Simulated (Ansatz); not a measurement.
Take ZnTe in the zinc blende structure (space group F-43m, No. 216; a = 6.113 Å) as the base. Axes: x, y, z lie along the cube axes.

It is then changed as follows: biaxial strain +1.09 %, plane normal [001], relaxed out of plane (Cartesian); in-plane vectors clamped, the third vector and the atoms free.

Levels (all Ansatz, a first-principles code, PAW): r2SCAN (500 eV, scalar-relativistic without spin-orbit coupling); HSE06 (420 eV, spin-orbit coupling left out).

The geometry is relaxed with r2SCAN.

```
Item              Result
---------------  -------
r2SCAN band gap  1.68 eV
```

Predict the band gap from HSE06.

The band gap goes up by 0.444 eV (1.68 eV → 2.13 eV).

Single points use the geometry relaxed with r2SCAN. With Te present, leaving out spin-orbit coupling can change the band edges. No phonon test of stability was made.
